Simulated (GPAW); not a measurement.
The system is Bi.

```xyz
2
Lattice="3.2384 0.0000 0.0000 0.0000 3.2216 0.0000 -0.0805 0.0000 6.4439" Properties=species:S:1:pos:R:3 pbc="T T T"
Bi    1.7022    0.0000    4.8302
Bi    1.4558    0.0000    1.6137
```

This isn't the form of Bi at room conditions, which is rhombohedral.

- Program: GPAW 26.7.0
- Task: single point
- Functional: PBE
- Potentials or basis: GPAW PAW data sets (gpaw-data 1.2.1)
- Cutoff: 600 eV
- Basis: pw
- k mesh: 8 × 8 × 4
- Occupations: fermi-dirac, width 0.05 eV
- Spin: no spin polarisation

On this cell: pressure 2.0 GPa; largest force 0.015 eV/Å; band gap on the k mesh none (metal or under the smearing width).

The same run follows on a disturbed copy (atoms moved at random, drawn with an rms of 0.05 Å):

```
Bi
1.0
     3.23838    0.00000    0.00000
     0.00000    3.22164    0.00000
    -0.08045    0.00000    6.44389
Bi
2
Direct
  0.55534 0.00070 0.75028
  0.45838 0.01271 0.24141
```

Q: What changes?

A: The energy (extrapolated to zero smearing) moves by +0.3 meV/atom; pressure 2.1 GPa; largest force 0.061 eV/Å; band gap on the k mesh none (metal or under the smearing width).

Forces on the atoms (eV/Å):
```
Bi   0.003  0.000 -0.061
Bi  -0.003  0.000  0.061
```

Stress tensor (GPa, compression positive):
```
 1.96  0.00  0.03
 0.00  2.65 -0.01
 0.03 -0.01  1.62
```

Caveats: spin-orbit coupling is left out, which moves the levels of the heavy elements.
